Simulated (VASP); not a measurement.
# W (Im-3m) in VASP: a series of runs, part 5 of 7

VASP 6.6.1. Earlier steps stand in the parts before.

### 71 Equation of state, PBE, 16.32 Å³/atom

File INCAR:

```
PREC = Accurate
ENCUT = 460
EDIFF = 1E-5
ISMEAR = 1
SIGMA = 0.2
LREAL = False
LASPH = True
NELM = 100
ALGO = Normal
ISIF = 2
LWAVE = False
LCHARG = False
GGA = PE
ADDGRID = False
```

File KPOINTS:

```
regular mesh
0
Gamma
  11 11 11
```

File POSCAR:

```
W
1.0
   -1.5980128011      1.5980128011      1.5980128011
    1.5980128011     -1.5980128011      1.5980128011
    1.5980128011      1.5980128011     -1.5980128011
W
1
Direct
    0.0000000000      0.0000000000      0.0000000000
```

Command:

```bash
> cat potpaw_PBE.64/W/POTCAR > POTCAR
> mpirun -np 1 vasp_std > vasp.out
```

It took 3 s on 1 thread of AMD EPYC 9R45 (Zen 5), shared host; peak memory 0.09 GiB.

The run converged, but some of its settings lie outside the range that counts as converged, so its numbers aren't taken as properties of the crystal.

What came out:

```yaml
Free_energy: -12.9924 eV
Pressure: -6.5 GPa
Band_gap_on_the_k_mesh: none (metal or under the smearing width)
```

### 72 Equation of state, PBE, 15.37 Å³/atom

INCAR: that of step 71 with these lines changed.

```diff
@@ -2,3 +2,3 @@
 ENCUT = 460
-EDIFF = 1E-5
+EDIFF = 1E-6
 ISMEAR = 1
```

KPOINTS is that of step 71.

File POSCAR:

```
W
1.0
   -1.5663606243      1.5663606243      1.5663606243
    1.5663606243     -1.5663606243      1.5663606243
    1.5663606243      1.5663606243     -1.5663606243
W
1
Direct
    0.0000000000      0.0000000000      0.0000000000
```

Potentials or basis: VASP PAW PBE potentials, release 64 (W).

Command:

```bash
> cat potpaw_PBE.64/W/POTCAR > POTCAR
> mpirun -np 1 vasp_std > vasp.out
```

Wall time 3.4 s (1 thread of AMD EPYC 9R45 (Zen 5), shared host); peak memory 0.09 GiB.

The run converged, but some of its settings lie outside the range that counts as converged, so its numbers aren't taken as properties of the crystal.

Results:

| Item | Value |
| --- | --- |
| Free energy | -12.9768 eV |
| Pressure | 12.7 GPa |
| Band gap on the k mesh | none (metal or under the smearing width) |

### 73 Equation of state, PBE, 16.32 Å³/atom

INCAR is that of step 72.

KPOINTS is that of step 72.

File POSCAR:

```
W
1.0
   -1.5980128011      1.5980128011      1.5980128011
    1.5980128011     -1.5980128011      1.5980128011
    1.5980128011      1.5980128011     -1.5980128011
W
1
Direct
    0.0000000000      0.0000000000      0.0000000000
```

Command:

```bash
> cat potpaw_PBE.64/W/POTCAR > POTCAR
> mpirun -np 1 vasp_std > vasp.out
```

It took 3.4 s on 1 thread of AMD EPYC 9R45 (Zen 5), shared host; peak memory 0.09 GiB.

The run converged, but some of its settings lie outside the range that counts as converged, so its numbers aren't taken as properties of the crystal.

What came out:

```
Free energy            : -12.9924 eV
Pressure               : -6.5 GPa
Band gap on the k mesh : none (metal or under the smearing width)
```

### 74 Equation of state, PBE, 15.37 Å³/atom

INCAR: that of step 73 with these lines changed.

```diff
@@ -2,3 +2,3 @@
 ENCUT = 460
-EDIFF = 1E-6
+EDIFF = 1E-7
 ISMEAR = 1
@@ -13,2 +13,2 @@
 GGA = PE
-ADDGRID = False
+ADDGRID = True
```

KPOINTS is that of step 73.

File POSCAR:

```
W
1.0
   -1.5663606243      1.5663606243      1.5663606243
    1.5663606243     -1.5663606243      1.5663606243
    1.5663606243      1.5663606243     -1.5663606243
W
1
Direct
    0.0000000000      0.0000000000      0.0000000000
```

Command:

```bash
> cat potpaw_PBE.64/W/POTCAR > POTCAR
> mpirun -np 1 vasp_std > vasp.out
```

It took 4.7 s on 1 thread of AMD EPYC 9R45 (Zen 5), shared host; peak memory 0.15 GiB.

The run converged, but some of its settings lie outside the range that counts as converged, so its numbers aren't taken as properties of the crystal.

Results:

```
Free energy            : -12.9768 eV
Pressure               : 12.7 GPa
Band gap on the k mesh : none (metal or under the smearing width)
```

### 75 Equation of state, PBE, 16.32 Å³/atom

INCAR is that of step 74.

KPOINTS is that of step 74.

File POSCAR:

```
W
1.0
   -1.5980128011      1.5980128011      1.5980128011
    1.5980128011     -1.5980128011      1.5980128011
    1.5980128011      1.5980128011     -1.5980128011
W
1
Direct
    0.0000000000      0.0000000000      0.0000000000
```

Potentials or basis: VASP PAW PBE potentials, release 64 (W).

Command:

```bash
> cat potpaw_PBE.64/W/POTCAR > POTCAR
> mpirun -np 1 vasp_std > vasp.out
```

Run time: 4.9 s. Hardware: 1 thread of AMD EPYC 9R45 (Zen 5), shared host; peak memory 0.15 GiB.

These settings aren't checked as converged: the numbers below hold their error.

What came out:

| Quantity | Value |
| --- | --- |
| Free energy | -12.9924 eV |
| Pressure | -6.5 GPa |
| Band gap on the k mesh | none (metal or under the smearing width) |

### 76 Equation of state, PBE, 15.37 Å³/atom

INCAR: that of step 75 with these lines changed.

```diff
@@ -6,3 +6,3 @@
 LREAL = False
-LASPH = True
+LASPH = False
 NELM = 100
@@ -13,2 +13,2 @@
 GGA = PE
-ADDGRID = True
+ADDGRID = False
```

KPOINTS is that of step 75.

File POSCAR:

```
W
1.0
   -1.5663606243      1.5663606243      1.5663606243
    1.5663606243     -1.5663606243      1.5663606243
    1.5663606243      1.5663606243     -1.5663606243
W
1
Direct
    0.0000000000      0.0000000000      0.0000000000
```

Command:

```bash
> cat potpaw_PBE.64/W/POTCAR > POTCAR
> mpirun -np 1 vasp_std > vasp.out
```

Wall time 3.1 s (1 thread of AMD EPYC 9R45 (Zen 5), shared host); peak memory 0.09 GiB.

The run converged, but some of its settings lie outside the range that counts as converged, so its numbers aren't taken as properties of the crystal.

Results:

| Quantity | Value |
| --- | --- |
| Free energy | -12.9742 eV |
| Pressure | 12.7 GPa |
| Band gap on the k mesh | none (metal or under the smearing width) |

### 77 Equation of state, PBE, 16.32 Å³/atom

INCAR is that of step 76.

KPOINTS is that of step 76.

File POSCAR:

```
W
1.0
   -1.5980128011      1.5980128011      1.5980128011
    1.5980128011     -1.5980128011      1.5980128011
    1.5980128011      1.5980128011     -1.5980128011
W
1
Direct
    0.0000000000      0.0000000000      0.0000000000
```

Command:

```bash
> cat potpaw_PBE.64/W/POTCAR > POTCAR
> mpirun -np 1 vasp_std > vasp.out
```

Run time: 3.2 s. Hardware: 1 thread of AMD EPYC 9R45 (Zen 5), shared host; peak memory 0.09 GiB.

The run converged, but some of its settings lie outside the range that counts as converged, so its numbers aren't taken as properties of the crystal.

Results:

```yaml
Free_energy: -12.9898 eV
Pressure: -6.5 GPa
Band_gap_on_the_k_mesh: none (metal or under the smearing width)
```

### 78 Equation of state, PBE, 15.37 Å³/atom

File INCAR:

```
PREC = Normal
ENCUT = 460
EDIFF = 1E-4
ISMEAR = 1
SIGMA = 0.2
LREAL = Auto
LASPH = True
NELM = 100
ALGO = Normal
ISIF = 2
LWAVE = False
LCHARG = False
GGA = PE
ADDGRID = False
```

KPOINTS is that of step 77.

File POSCAR:

```
W
1.0
   -1.5663606243      1.5663606243      1.5663606243
    1.5663606243     -1.5663606243      1.5663606243
    1.5663606243      1.5663606243     -1.5663606243
W
1
Direct
    0.0000000000      0.0000000000      0.0000000000
```

Potentials or basis: VASP PAW PBE potentials, release 64 (W).

Command:

```bash
> cat potpaw_PBE.64/W/POTCAR > POTCAR
> mpirun -np 1 vasp_std > vasp.out
```

It took 2.5 s on 1 thread of AMD EPYC 9R45 (Zen 5), shared host; peak memory 0.08 GiB.

These settings aren't checked as converged: the numbers below hold their error.

Results:

* Free energy: -12.9764 eV
* Pressure: 12.7 GPa
* Band gap on the k mesh: none (metal or under the smearing width)

### 79 Equation of state, PBE, 16.32 Å³/atom

INCAR is that of step 78.

KPOINTS is that of step 78.

File POSCAR:

```
W
1.0
   -1.5980128011      1.5980128011      1.5980128011
    1.5980128011     -1.5980128011      1.5980128011
    1.5980128011      1.5980128011     -1.5980128011
W
1
Direct
    0.0000000000      0.0000000000      0.0000000000
```

Command:

```bash
> cat potpaw_PBE.64/W/POTCAR > POTCAR
> mpirun -np 1 vasp_std > vasp.out
```

Wall time 3.1 s (1 thread of AMD EPYC 9R45 (Zen 5), shared host); peak memory 0.08 GiB.

These settings aren't checked as converged: the numbers below hold their error.

What came out:

| Item | Value |
| --- | --- |
| Free energy | -12.9919 eV |
| Pressure | -6.6 GPa |
| Band gap on the k mesh | none (metal or under the smearing width) |

### 80 Equation of state, PBE, 15.37 Å³/atom

File INCAR:

```
PREC = Accurate
ENCUT = 340
EDIFF = 1E-7
ISMEAR = 1
SIGMA = 0.2
LREAL = False
LASPH = True
NELM = 100
ALGO = Normal
ISIF = 2
LWAVE = False
LCHARG = False
GGA = PE
ADDGRID = False
```

File KPOINTS:

```
regular mesh
0
Gamma
  13 13 13
```

File POSCAR:

```
W
1.0
   -1.5663606243      1.5663606243      1.5663606243
    1.5663606243     -1.5663606243      1.5663606243
    1.5663606243      1.5663606243     -1.5663606243
W
1
Direct
    0.0000000000      0.0000000000      0.0000000000
```

Command:

```bash
> cat potpaw_PBE.64/W/POTCAR > POTCAR
> mpirun -np 1 vasp_std > vasp.out
```

It took 2.8 s on 1 thread of AMD EPYC 9R45 (Zen 5), shared host; peak memory 0.08 GiB.

The run converged, but some of its settings lie outside the range that counts as converged, so its numbers aren't taken as properties of the crystal.

Results:

```yaml
Free_energy: -13.0105 eV
Pressure: 11.7 GPa
Band_gap_on_the_k_mesh: none (metal or under the smearing width)
```

### 81 Equation of state, PBE, 16.32 Å³/atom

INCAR is that of step 80.

KPOINTS is that of step 80.

File POSCAR:

```
W
1.0
   -1.5980128011      1.5980128011      1.5980128011
    1.5980128011     -1.5980128011      1.5980128011
    1.5980128011      1.5980128011     -1.5980128011
W
1
Direct
    0.0000000000      0.0000000000      0.0000000000
```

Potentials or basis: VASP PAW PBE potentials, release 64 (W).

Command:

```bash
> cat potpaw_PBE.64/W/POTCAR > POTCAR
> mpirun -np 1 vasp_std > vasp.out
```

Run time: 4 s. Hardware: 1 thread of AMD EPYC 9R45 (Zen 5), shared host; peak memory 0.09 GiB.

The run converged, but some of its settings lie outside the range that counts as converged, so its numbers aren't taken as properties of the crystal.

What came out:

```
Free energy            : -13.0230 eV
Pressure               : -7.7 GPa
Band gap on the k mesh : none (metal or under the smearing width)
```

### 82 Equation of state, PBE, 15.37 Å³/atom

INCAR: that of step 81 with these lines changed.

```diff
@@ -1,3 +1,3 @@
 PREC = Accurate
-ENCUT = 340
+ENCUT = 520
 EDIFF = 1E-7
```

File KPOINTS:

```
regular mesh
0
Gamma
  11 11 11
```

File POSCAR:

```
W
1.0
   -1.5663606243      1.5663606243      1.5663606243
    1.5663606243     -1.5663606243      1.5663606243
    1.5663606243      1.5663606243     -1.5663606243
W
1
Direct
    0.0000000000      0.0000000000      0.0000000000
```

Command:

```bash
> cat potpaw_PBE.64/W/POTCAR > POTCAR
> mpirun -np 1 vasp_std > vasp.out
```

Run time: 3.7 s. Hardware: 1 thread of AMD EPYC 9R45 (Zen 5), shared host; peak memory 0.09 GiB.

These settings aren't checked as converged: the numbers below hold their error.

Results:

| Quantity | Value |
| --- | --- |
| Free energy | -12.9771 eV |
| Pressure | 12.7 GPa |
| Band gap on the k mesh | none (metal or under the smearing width) |

### 83 Equation of state, PBE, 16.32 Å³/atom

INCAR is that of step 82.

KPOINTS is that of step 82.

File POSCAR:

```
W
1.0
   -1.5980128011      1.5980128011      1.5980128011
    1.5980128011     -1.5980128011      1.5980128011
    1.5980128011      1.5980128011     -1.5980128011
W
1
Direct
    0.0000000000      0.0000000000      0.0000000000
```

Command:

```bash
> cat potpaw_PBE.64/W/POTCAR > POTCAR
> mpirun -np 1 vasp_std > vasp.out
```

Run time: 4.9 s. Hardware: 1 thread of AMD EPYC 9R45 (Zen 5), shared host; peak memory 0.11 GiB.

These settings aren't checked as converged: the numbers below hold their error.

What came out:

```
Free energy            : -12.9928 eV
Pressure               : -6.6 GPa
Band gap on the k mesh : none (metal or under the smearing width)
```

### 84 Equation of state, PBE, 15.37 Å³/atom

INCAR: that of step 83 with these lines changed.

```diff
@@ -1,3 +1,3 @@
 PREC = Accurate
-ENCUT = 520
+ENCUT = 280
 EDIFF = 1E-7
```

File KPOINTS:

```
regular mesh
0
Gamma
  15 15 15
```

File POSCAR:

```
W
1.0
   -1.5663606243      1.5663606243      1.5663606243
    1.5663606243     -1.5663606243      1.5663606243
    1.5663606243      1.5663606243     -1.5663606243
W
1
Direct
    0.0000000000      0.0000000000      0.0000000000
```

Potentials or basis: VASP PAW PBE potentials, release 64 (W).

Command:

```bash
> cat potpaw_PBE.64/W/POTCAR > POTCAR
> mpirun -np 1 vasp_std > vasp.out
```

Run time: 3.8 s. Hardware: 1 thread of AMD EPYC 9R45 (Zen 5), shared host; peak memory 0.08 GiB.

The run converged, but some of its settings lie outside the range that counts as converged, so its numbers aren't taken as properties of the crystal.

What came out:

| Property | Result |
| --- | --- |
| Free energy | -12.9882 eV |
| Pressure | 11.9 GPa |
| Band gap on the k mesh | none (metal or under the smearing width) |

Caveat: the cutoff is under 1.25 times the usual one of these potentials, so pressure, stress and relaxed cells hold a basis-set (Pulay) error.

### 85 Equation of state, PBE, 16.32 Å³/atom

INCAR is that of step 84.

KPOINTS is that of step 84.

File POSCAR:

```
W
1.0
   -1.5980128011      1.5980128011      1.5980128011
    1.5980128011     -1.5980128011      1.5980128011
    1.5980128011      1.5980128011     -1.5980128011
W
1
Direct
    0.0000000000      0.0000000000      0.0000000000
```

Command:

```bash
> cat potpaw_PBE.64/W/POTCAR > POTCAR
> mpirun -np 1 vasp_std > vasp.out
```

Run time: 3.8 s. Hardware: 1 thread of AMD EPYC 9R45 (Zen 5), shared host; peak memory 0.08 GiB.

These settings aren't checked as converged: the numbers below hold their error.

What came out:

```
Free energy            : -13.0011 eV
Pressure               : -7.6 GPa
Band gap on the k mesh : none (metal or under the smearing width)
```

Caveat: the cutoff is under 1.25 times the usual one of these potentials, so pressure, stress and relaxed cells hold a basis-set (Pulay) error.

### 86 Equation of state, PBE, 15.37 Å³/atom

INCAR: that of step 85 with these lines changed.

```diff
@@ -1,3 +1,3 @@
 PREC = Accurate
-ENCUT = 280
+ENCUT = 400
 EDIFF = 1E-7
```

File KPOINTS:

```
regular mesh
0
Gamma
  13 13 13
```

File POSCAR:

```
W
1.0
   -1.5663606243      1.5663606243      1.5663606243
    1.5663606243     -1.5663606243      1.5663606243
    1.5663606243      1.5663606243     -1.5663606243
W
1
Direct
    0.0000000000      0.0000000000      0.0000000000
```

Command:

```bash
> cat potpaw_PBE.64/W/POTCAR > POTCAR
> mpirun -np 1 vasp_std > vasp.out
```

It took 3.6 s on 1 thread of AMD EPYC 9R45 (Zen 5), shared host; peak memory 0.09 GiB.

These settings aren't checked as converged: the numbers below hold their error.

Results:

```yaml
Free_energy: -13.0132 eV
Pressure: 12.3 GPa
Band_gap_on_the_k_mesh: none (metal or under the smearing width)
```

### 87 Equation of state, PBE, 16.32 Å³/atom

INCAR is that of step 86.

KPOINTS is that of step 86.

File POSCAR:

```
W
1.0
   -1.5980128011      1.5980128011      1.5980128011
    1.5980128011     -1.5980128011      1.5980128011
    1.5980128011      1.5980128011     -1.5980128011
W
1
Direct
    0.0000000000      0.0000000000      0.0000000000
```

Potentials or basis: VASP PAW PBE potentials, release 64 (W).

Command:

```bash
> cat potpaw_PBE.64/W/POTCAR > POTCAR
> mpirun -np 1 vasp_std > vasp.out
```

Run time: 4.1 s. Hardware: 1 thread of AMD EPYC 9R45 (Zen 5), shared host; peak memory 0.09 GiB.

These settings aren't checked as converged: the numbers below hold their error.

Results:

```
Free energy            : -13.0258 eV
Pressure               : -7.1 GPa
Band gap on the k mesh : none (metal or under the smearing width)
```

### 88 Equation of state, PBE, 15.37 Å³/atom

INCAR: that of step 87 with these lines changed.

```diff
@@ -1,3 +1,3 @@
 PREC = Accurate
-ENCUT = 400
+ENCUT = 340
 EDIFF = 1E-7
```

File KPOINTS:

```
regular mesh
0
Gamma
  15 15 15
```

File POSCAR:

```
W
1.0
   -1.5663606243      1.5663606243      1.5663606243
    1.5663606243     -1.5663606243      1.5663606243
    1.5663606243      1.5663606243     -1.5663606243
W
1
Direct
    0.0000000000      0.0000000000      0.0000000000
```

Command:

```bash
> cat potpaw_PBE.64/W/POTCAR > POTCAR
> mpirun -np 1 vasp_std > vasp.out
```

Wall time 3.5 s (1 thread of AMD EPYC 9R45 (Zen 5), shared host); peak memory 0.08 GiB.

These settings aren't checked as converged: the numbers below hold their error.

Results:

| Item | Value |
| --- | --- |
| Free energy | -12.9932 eV |
| Pressure | 12.2 GPa |
| Band gap on the k mesh | none (metal or under the smearing width) |

### 89 Equation of state, PBE, 16.32 Å³/atom

INCAR is that of step 88.

KPOINTS is that of step 88.

File POSCAR:

```
W
1.0
   -1.5980128011      1.5980128011      1.5980128011
    1.5980128011     -1.5980128011      1.5980128011
    1.5980128011      1.5980128011     -1.5980128011
W
1
Direct
    0.0000000000      0.0000000000      0.0000000000
```

Command:

```bash
> cat potpaw_PBE.64/W/POTCAR > POTCAR
> mpirun -np 1 vasp_std > vasp.out
```

Wall time 5 s (1 thread of AMD EPYC 9R45 (Zen 5), shared host); peak memory 0.09 GiB.

These settings aren't checked as converged: the numbers below hold their error.

Results:

- Free energy: -13.0081 eV
- Pressure: -7.4 GPa
- Band gap on the k mesh: none (metal or under the smearing width)

### 90 Equation of state, PBE, 15.37 Å³/atom

INCAR: that of step 89 with these lines changed.

```diff
@@ -1,3 +1,3 @@
 PREC = Accurate
-ENCUT = 340
+ENCUT = 460
 EDIFF = 1E-7
```

File KPOINTS:

```
regular mesh
0
Gamma
  13 13 13
```

File POSCAR:

```
W
1.0
   -1.5663606243      1.5663606243      1.5663606243
    1.5663606243     -1.5663606243      1.5663606243
    1.5663606243      1.5663606243     -1.5663606243
W
1
Direct
    0.0000000000      0.0000000000      0.0000000000
```

Potentials or basis: VASP PAW PBE potentials, release 64 (W).

Command:

```bash
> cat potpaw_PBE.64/W/POTCAR > POTCAR
> mpirun -np 1 vasp_std > vasp.out
```

Run time: 4.3 s. Hardware: 1 thread of AMD EPYC 9R45 (Zen 5), shared host; peak memory 0.1 GiB.

The run converged, but some of its settings lie outside the range that counts as converged, so its numbers aren't taken as properties of the crystal.

Results:

| Quantity | Value |
| --- | --- |
| Free energy | -13.0135 eV |
| Pressure | 12.3 GPa |
| Band gap on the k mesh | none (metal or under the smearing width) |

### 91 Equation of state, PBE, 16.32 Å³/atom

INCAR is that of step 90.

KPOINTS is that of step 90.

File POSCAR:

```
W
1.0
   -1.5980128011      1.5980128011      1.5980128011
    1.5980128011     -1.5980128011      1.5980128011
    1.5980128011      1.5980128011     -1.5980128011
W
1
Direct
    0.0000000000      0.0000000000      0.0000000000
```

Command:

```bash
> cat potpaw_PBE.64/W/POTCAR > POTCAR
> mpirun -np 1 vasp_std > vasp.out
```

It took 4.8 s on 1 thread of AMD EPYC 9R45 (Zen 5), shared host; peak memory 0.1 GiB.

These settings aren't checked as converged: the numbers below hold their error.

Results:

```
Free energy            : -13.0261 eV
Pressure               : -7.1 GPa
Band gap on the k mesh : none (metal or under the smearing width)
```

(Part 5 of 7 ends here.)
